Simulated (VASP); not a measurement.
Input of a VASP 6.6.1 run:

The input INCAR:

```
PREC = Accurate ; ENCUT = 520
EDIFF = 1E-6 ; ISMEAR = 0
SIGMA = 0.1 ; LREAL = False
LASPH = True ; NELM = 100
ALGO = Fast ; ISIF = 2
LWAVE = False ; LCHARG = False
GGA = PS ; NBANDS = 10
```

Contents of KPOINTS:

```
regular mesh
0
Gamma
  6 6 8
```

Contents of POSCAR:

```
Cl
1.0
    2.2073172591     -3.2232388053      0.0000000000
    2.2073172591      3.2232388053      0.0000000000
   -1.4094942873      0.0000000000      2.0705755099
Cl
1
Direct
    0.5000000000      0.5000000000      0.5000000000
```

Potentials or basis: VASP PAW PBE potentials, release 64 (Cl).

Command:

```console
$ cat potpaw_PBE.64/Cl/POTCAR > POTCAR
$ mpirun -np 1 vasp_std > vasp.out
```

(1) What does it give for the band gap on the k mesh?

(2) Predict the pressure.

Answers

(1) none (metal or under the smearing width).

(2) -6.0 GPa.

Caveat: the k mesh is coarse (spacing up to 0.38 Å⁻¹), so the values aren't converged; the PAW data sets were made with another functional, which shifts forces and pressure a little; an odd number of electrons without spin polarisation forces a metal; a magnetic or distorted state may lie lower.
